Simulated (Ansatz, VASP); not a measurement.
# Ru in VASP and in Ansatz

```
Ru
1.0
     2.72003    0.00000    0.00000
    -1.36001    2.35561    0.00000
     0.00000    0.00000    4.29677
Ru
2
Cartesian
  0.0000 1.5704 1.0742
  1.3600 0.7852 3.2226
```

Alike in both runs: functional PBE; k mesh 18 × 18 × 10; occupations gaussian, width 0.1 eV; no spin polarisation.

Ansatz relaxed the structure, and its values are those at the end. VASP's run is a single point on that final structure, the one shown.

```csv
,VASP,Ansatz
version,VASP 6.6.1,Ansatz 0.2.0
potentials or method,"VASP PAW PBE potentials, release 64 (Ru_pv)","scalar-relativistic, plane waves, PAW"
plane-wave cutoff (eV),520,420
valence electrons in the cell,28,32
```

Ansatz gave:

| Property | Result |
| --- | --- |
| gap on the k mesh at the Fermi level (eV) | none |
| pressure (GPa) | 0.0 |

Estimate VASP's values.

gap on the k mesh at the Fermi level (eV): none; pressure (GPa): -0.1.

A gap of «none» marks a metal or a gap that the smearing closes. The functional is the same, so the differences come from potentials, cutoffs and numerics. The two sets of potentials don't hold the same shells in valence.
